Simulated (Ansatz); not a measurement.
W under changes of volume

One of the cells (16.731 Å³/atom); the others are scaled copies at fixed shape and fractional positions:

```
CELL_PARAMETERS angstrom
0.00000 2.03000 2.03000
2.03000 0.00000 2.03000
2.03000 2.03000 0.00000
ATOMIC_POSITIONS crystal
W 0.00000 0.00000 0.00000
```

This isn't the form of W at room conditions, which is bcc.

| Item | Value |
| --- | --- |
| Program | Ansatz 0.2.0 |
| Functional | LDA |
| Potentials or basis | Ansatz PAW |
| Cutoff | 420 eV (not typed: the program's choice for these potentials) |
| k mesh | 11 × 11 × 11 |
| Occupations | cold, width 0.01 eV |
| Spin | spin-orbit coupling, no magnetisation |
| Hubbard terms | W d U = 8 eV |

```csv
volume (Å³/atom),energy over the lowest point (meV/atom),pressure (GPa)
15.727,?,?
16.062,217.08,32.8
16.396,154.48,27.3
16.731,102.75,22.4
17.065,60.66,18.0
17.400,27.16,14.1
17.735,0.00,11.6
```

Problem. What does the run at 15.727 Å³/atom give?

Solution. Energy over the lowest point 291.87 meV/atom; pressure 39.0 GPa.

Worked out: A Birch-Murnaghan fit of order 3 (a polynomial in V^(-2/3)) to the other rows has no minimum within the range. It gives 293.17 meV/atom at 15.727 Å³/atom, against the run's 291.87, and -dE/dV = 39.9 GPa, against 39.0.

Energies are extrapolated to zero smearing.

Caveats: U without spin polarisation on a metal has little footing; the PAW data sets come from PBE, with cores solved anew for the run's functional, which leaves a small shift of forces and pressure; the U is typed as a test and isn't derived for this compound.
